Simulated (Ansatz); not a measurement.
The parent structure is GeTe (space group R3m, No. 160).

```xyz
2
Lattice="2.0811 1.2015 3.4878 -2.0811 1.2015 3.4878 0.0000 -2.4030 3.4878" Properties=species:S:1:pos:R:3 pbc="T T T"
Ge     0.0000     0.0000     2.4938
Te     0.0000     0.0000     7.9696
```

Cartesian axes are those of the cell as printed.

Method: PBEsol, PAW, 420 eV (Ansatz, a program for electronic structure; no SOC).

For the base:

- Pressure = 0.0 GPa
- Shortest interatomic distance = 2.833 Å

The change: strain tensor (xx, yy, zz, yz, xz, xy) = (−0.27, −2.46, −0.21, −0.97, −0.02, −1.10) %, atoms relaxed at fixed cell.

Estimate the effect on the pressure.

The pressure (mean of the normal stresses, compression positive) goes from zero to 1.7 GPa.

How does this affect the shortest interatomic distance?

The shortest interatomic distance falls by 0.0235 Å (2.833 Å → 2.809 Å).

What happens to the energy relative to the base?

The energy grows by 12 meV/atom.

How does this affect the largest internal atomic displacement?

The largest internal atomic displacement amounts to 0.029 Å.

Stability against distortions was not tested. The final runs are not spin-polarised.
